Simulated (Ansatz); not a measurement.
AlO$_{2}$ under pressure

All numbers below come from Ansatz, DFT PBEsol, scalar-relativistic, plane waves, PAW. (420 eV cutoff, 4×12×8 k-mesh, Gaussian smearing of 0.10 eV, collinear spin)

Starting point, cell and atoms relaxed:

```
Al O
1.0
     9.26041    0.00000    0.00000
     0.00000    2.88258    0.00000
     0.00000    0.00000    4.78874
Al O
4 8
Direct
  0.16157 0.25000 0.95392
  0.83843 0.75000 0.04608
  0.33843 0.75000 0.45392
  0.66157 0.25000 0.54608
  0.77324 0.25000 0.23848
  0.22676 0.75000 0.76152
  0.72676 0.75000 0.73848
  0.27324 0.25000 0.26152
  0.96517 0.25000 0.84681
  0.03483 0.75000 0.15319
  0.53483 0.75000 0.34681
  0.46517 0.25000 0.65319
```

Cell and atoms are relaxed at each pressure within the symmetry of the start, at zero temperature, so transitions that lower the symmetry aren't seen. The k-mesh given is that at zero pressure and may differ at others. a, b and c are the lengths of the cell vectors above. Gaps are Kohn–Sham gaps over the whole zone.

Pressures computed: -2, 2 GPa.

Problem. At which pressure does the cell have a = 9.225, b = 2.872 and c = 4.701 Å?

Solution. About 2 GPa, where V/V0 = 0.974 and the crystal is a metal.